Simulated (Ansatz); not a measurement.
RbBr:

```
Rb Br
1.0
     4.12608    0.00000    0.00000
     0.00000    4.12608    0.00000
     0.00000    0.00000    4.12608
Rb Br
1 1
Direct
  0.00000 0.00000 0.00000
  0.50000 0.50000 0.50000
```

The cell comes from a database or a generator and needn't be the stable form of this composition.

Base run:

```yaml
Program: Ansatz 0.2.0
Functional: PBE
Potentials_or_basis: all-electron LAPW, scalar-relativistic
Cutoff: 109 eV (chosen from the basis error)
Basis_error_allowed: 0.001 eV/atom
k_mesh: 5 × 5 × 5
Occupations: fermi-dirac, width 0.05 eV
Spin: no spin polarisation
```

Its results: band gap on the k mesh 4.13 eV, indirect (least direct gap 4.24 eV); pressure 0.8 GPa.

Task: The run is repeated on the same cell with these changes: potentials or basis from all-electron LAPW, scalar-relativistic to all-electron LAPW, relativistic spinors; spin from no spin polarisation to spin-orbit coupling, no magnetisation. What comes out?

Result: Band gap on the k mesh 4.07 eV, direct; pressure 0.8 GPa.

Spin-orbit coupling splits the band edges, which narrows the gap.
